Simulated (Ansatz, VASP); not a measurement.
## One calculation of BaTiO3, two programs

```
CELL_PARAMETERS angstrom
3.86176 0.00000 0.00000
0.00000 3.86176 0.00000
0.00000 0.00000 3.87934
ATOMIC_POSITIONS crystal
Ba 0.00000 0.00000 0.00000
Ti 0.50000 0.50000 0.49000
O 0.50000 0.50000 0.01900
O 0.50000 0.00000 0.51700
O 0.00000 0.50000 0.51700
```

Alike in both runs: task single point; functional PBE; k mesh 6 × 6 × 6; occupations gaussian, width 0.05 eV; no spin polarisation.

|  | VASP | Ansatz |
| --- | --- | --- |
| version | VASP 6.6.1 | Ansatz 0.2.0 |
| potentials or method | VASP PAW PBE potentials, release 64 (Ba_sv, Ti_sv, O) | scalar-relativistic, plane waves, PAW |
| plane-wave cutoff (eV) | 520 | 420 |
| valence electrons in the cell | 40 | 40 |

```tsv
	VASP	Ansatz	Ansatz less VASP
gap on the k mesh at the Fermi level (eV)	1.98	2.06	+0.086
pressure (GPa)	27.9	25.3	-2.63
largest component of the traceless stress (GPa)	0.95	0.91	-0.038
rms of the force components (eV/Å)	0.173	0.155	-0.0179
```

Atom by atom the forces differ by 0.020 eV/Å (rms over components).

Caveats: so large a pressure means that the cell lies far from this level's equilibrium, or that cutoff or potentials fall short (VASP); spin-orbit coupling is left out, which moves the levels of the heavy elements. Expect the measured gap to be larger: semilocal functionals such as PBE lack the derivative discontinuity. A k mesh can miss the band edges.
